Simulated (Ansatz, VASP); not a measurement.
# Two plane-wave programs on Au

```
Au
1.0
    -1.45848    1.45848    2.21886
     1.45848   -1.45848    2.21886
     1.45848    1.45848   -2.21886
Au
1
Direct
  0.00000 0.00000 0.00000
```

Alike in both runs: task relaxation of cell and atoms; functional r2SCAN; k mesh 8 × 8 × 8; occupations gaussian, width 0.1 eV; no spin polarisation.

|  | VASP | Ansatz |
| --- | --- | --- |
| version | VASP 6.6.1 | Ansatz 0.2.0 |
| potentials or method | VASP PAW PBE potentials, release 64 (Au) | scalar-relativistic, plane waves, PAW |
| plane-wave cutoff (eV) | 600 | 500 |
| valence electrons in the cell | 11 | 19 |

```csv
,VASP,Ansatz,Ansatz less VASP
"gap on the k mesh at the Fermi level, each at its own relaxed structure (eV)",none,none,-
relaxed volume (Å³/atom),17.66,17.62,-0.043
relaxed cell length with the largest relative difference (Å),2.978,2.971,-0.0063
energy change over the relaxation (meV/atom),-36,-38,-2.1
```

A gap of «none» marks a metal or a gap that the smearing closes. The two sets of potentials don't hold the same shells in valence.

Caveats: the k mesh is coarse (spacing up to 0.38 Å⁻¹), so the values aren't converged; the PAW data sets were made with another functional, which shifts forces and pressure a little (VASP). Spin-orbit coupling is left out, which matters for the levels of Au.
